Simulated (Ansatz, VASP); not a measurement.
HfB2 in VASP and in Ansatz

INCAR

```
SYSTEM = HfB2
  PREC = Accurate
  ENCUT = 520
  EDIFF = 1E-6
  ISMEAR = -1
  SIGMA = 0.03
  LREAL = .FALSE.
  LASPH = .TRUE.
  NELM = 100
  ALGO = Normal
  ISIF = 2
  LWAVE = .FALSE.
  LCHARG = .FALSE.
  GGA = PS
  NBANDS = 15
```

KPOINTS

```
regular mesh
0
G
  15 15 12
  0 0 0
```

The input POSCAR:

```
HfB2
1.0
    3.1189256393      0.0000000000      0.0000000000
   -1.5594628197      2.7010688362      0.0000000000
    0.0000000000      0.0000000000      3.4566435916
Hf B
1 2
Direct
    0.0000000000      0.0000000000      0.0000000000
    0.3333333333      0.6666666667      0.5000000000
    0.6666666667      0.3333333333      0.5000000000
```

Input for Ansatz:

```yaml
crystal:
  lattice:
    - [3.1189256393, 0.0, 0.0]
    - [-1.5594628197, 2.7010688362, 0.0]
    - [0.0, 0.0, 3.4566435916]
  atoms:
    - { symbol: Hf, position: [0.0, 0.0, 0.0] }
    - { symbol: B, position: [0.3333333333, 0.6666666667, 0.5] }
    - { symbol: B, position: [0.6666666667, 0.3333333333, 0.5] }
kpoints:
  mp_grid: { grid: [15, 15, 12] }
  band_path:
    path:
      - [0.0, 0.0, 0.0]
      - [0.5, 0.0, 0.0]
      - [0.3333333333, 0.3333333333, 0.0]
      - [0.0, 0.0, 0.0]
      - [0.0, 0.0, 0.5]
      - [0.5, 0.0, 0.5]
      - [0.3333333333, 0.3333333333, 0.5]
      - [0.0, 0.0, 0.5]
      - [0.5, 0.0, 0.5]
    npoints: 5
scf:
  occupations: { method: fermi_dirac, width: 0.03 }
hamiltonian:
  xc: pbesol
  pseudopotentials: { kind: all_electron, lapw: { basis_error: 0.001 } }
output:
  forces: true
  stress: true
  eigenvalues: true
```

Change from the starting cell: volume scaled by 0.98.

Alike in both runs: task single point; functional PBEsol; k mesh 15 × 15 × 12; occupations fermi-dirac, width 0.03 eV; no spin polarisation.

```csv
,VASP,Ansatz
version,VASP 6.6.1,Ansatz 0.2.0
potentials or method,"VASP PAW PBE potentials, release 64 (Hf_pv, B)","all-electron LAPW, scalar-relativistic"
plane-wave cutoff (eV),520,see its input
```

Ansatz gave:

| Item | Value |
| --- | --- |
| pressure (GPa) | 0.8 |
| largest component of the traceless stress (GPa) | 1.35 |

Problem. Estimate VASP's values.

Solution. Pressure (GPa): 0.7; largest component of the traceless stress (GPa): 1.16.

Ansatz ran all-electron here, so the differences hold the error of VASP's frozen core and of both bases.

Caveats: the PAW data sets were made with another functional, which shifts forces and pressure a little (VASP). The runs have no spin-orbit coupling, so splittings on Hf are missing.
